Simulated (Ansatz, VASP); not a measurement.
## HgTe (Coloradoite) in VASP and in Ansatz

INCAR

```
PREC = Accurate
ENCUT = 500
EDIFF = 1E-7
ISMEAR = -1
SIGMA = 0.05
LREAL = F
LASPH = T
NELM = 80
ALGO = Normal
ISIF = 2
LWAVE = F
LCHARG = F
GGA = PE
```

Contents of KPOINTS:

```
Automatic mesh
0
Gamma
  7 7 7
```

Contents of POSCAR:

```
HgTe
1.0
    0.0000000000      3.2145000000      3.2145000000
    3.2145000000      0.0000000000      3.2145000000
    3.2145000000      3.2145000000      0.0000000000
Hg Te
1 1
Direct
    0.0000000000      0.0000000000      0.0000000000
    0.7500000000      0.7500000000      0.7500000000
```

The input KPOINTS_OPT:

```
path GXWKGLUWLK,UX
15
line-mode
reciprocal
 0.0000000000  0.0000000000  0.0000000000  G
 0.5000000000  0.0000000000  0.5000000000  X

 0.5000000000  0.0000000000  0.5000000000  X
 0.5000000000  0.2500000000  0.7500000000  W

 0.5000000000  0.2500000000  0.7500000000  W
 0.3750000000  0.3750000000  0.7500000000  K

 0.3750000000  0.3750000000  0.7500000000  K
 0.0000000000  0.0000000000  0.0000000000  G

 0.0000000000  0.0000000000  0.0000000000  G
 0.5000000000  0.5000000000  0.5000000000  L

 0.5000000000  0.5000000000  0.5000000000  L
 0.6250000000  0.2500000000  0.6250000000  U

 0.6250000000  0.2500000000  0.6250000000  U
 0.5000000000  0.2500000000  0.7500000000  W

 0.5000000000  0.2500000000  0.7500000000  W
 0.5000000000  0.5000000000  0.5000000000  L

 0.5000000000  0.5000000000  0.5000000000  L
 0.3750000000  0.3750000000  0.7500000000  K

 0.6250000000  0.2500000000  0.6250000000  U
 0.5000000000  0.0000000000  0.5000000000  X
```

File input.yaml:

```yaml
crystal:
  lattice:
    - [0.0, 3.2145, 3.2145]
    - [3.2145, 0.0, 3.2145]
    - [3.2145, 3.2145, 0.0]
  atoms:
    - { symbol: Hg, position: [0.0, 0.0, 0.0] }
    - { symbol: Te, position: [0.75, 0.75, 0.75] }
hamiltonian:
  xc: pbe
  pseudopotentials: { kind: paw }
kpoints:
  mp_grid: { grid: [7, 7, 7] }
  band_path:
    path:
      - [[0.0, 0.0, 0.0], [0.5, 0.0, 0.5], [0.5, 0.25, 0.75], [0.375, 0.375, 0.75], [0.0, 0.0, 0.0], [0.5, 0.5, 0.5], [0.625, 0.25, 0.625], [0.5, 0.25, 0.75], [0.5, 0.5, 0.5], [0.375, 0.375, 0.75]]
      - [[0.625, 0.25, 0.625], [0.5, 0.0, 0.5]]
    npoints: 14
scf:
  occupations: { method: fermi_dirac, width: 0.05 }
  n_extra_bands: 6
output:
  forces: true
  stress: true
  eigenvalues: true
  fatbands: false
  write_density: true
  write_potential: true
  elf: true
  volumetric_format: npy
```

Alike in both runs: task band structure; functional PBE; k mesh 7 × 7 × 7; occupations fermi-dirac, width 0.05 eV; no spin polarisation.

|  | VASP | Ansatz |
| --- | --- | --- |
| version | VASP 6.6.1 | Ansatz 0.2.0 |
| potentials or method | VASP PAW PBE potentials, release 54 (Hg, Te) | Ansatz PAW |
| plane-wave cutoff (eV) | 500 | 420 |
| valence electrons in the cell | 18 | 36 |

|  | VASP | Ansatz | Ansatz less VASP |
| --- | --- | --- | --- |
| gap on the k mesh at the Fermi level (eV) | none | none | - |
| pressure (GPa) | 4.6 | 4.6 | -0.09 |

A gap of «none» marks a metal or a gap that the smearing closes. The two sets of potentials don't hold the same shells in valence.

Caveats: spin-orbit coupling is left out, which moves the levels of the heavy elements.
